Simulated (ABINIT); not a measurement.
Crystal: Ga.

```
CELL_PARAMETERS angstrom
2.77842 0.00000 0.00000
0.00000 3.28161 0.00000
-1.34343 0.00000 3.99027
ATOMIC_POSITIONS crystal
Ga 0.13460 0.75000 0.77017
Ga 0.86540 0.25000 0.22983
```

This isn't the form of Ga at room conditions, which is orthorhombic.

| Quantity | Value |
| --- | --- |
| Program | ABINIT 10.8.3 (patched build) |
| Task | relaxation of cell and atoms |
| Functional | PBE |
| Dispersion | D4 |
| Potentials or basis | JTH PAW PBE v2.0 |
| Cutoff | 463 eV |
| k mesh | 6 × 5 × 5 |
| Occupations | fermi-dirac, width 0.05 eV |
| Spin | no spin polarisation |

At the start: pressure -1.2 GPa; volume 18.19 Å³/atom.

Task: How do energy, volume and symmetry change on relaxing?

Result: Over 6 steps the energy falls by 10.7 meV/atom and the volume is 17.85 Å³/atom (-1.9 %); space group P2_1/m (No. 11, to 0.05 Å).

The path:
```csv
step,energy change (eV),largest force (eV/Å),pressure (GPa),volume (Å³)
1,0.0000,0.0781,-1.19,36.38
2,-0.0044,0.0675,-1.04,36.28
3,-0.0199,0.0588,0.67,35.32
4,-0.0202,0.0394,0.31,35.50
5,-0.0205,0.0360,0.25,35.53
6,-0.0213,0.0297,-0.04,35.70
```

Final structure:
```
Ga
1.0
     2.77139    0.00000    0.01076
     0.00000    3.33618    0.00000
    -1.32457    0.00000    3.85615
Ga
2
Cartesian
  -0.6555 2.5021 2.9657
  2.1023 0.8340 0.9013
```

Caveat: the k mesh is coarse (spacing up to 0.40 Å⁻¹), so the values aren't converged; the log and the count of SCF iterations are those of the last ABINIT call alone; pairwise dispersion overbinds metals, which lowers pressure and volume.
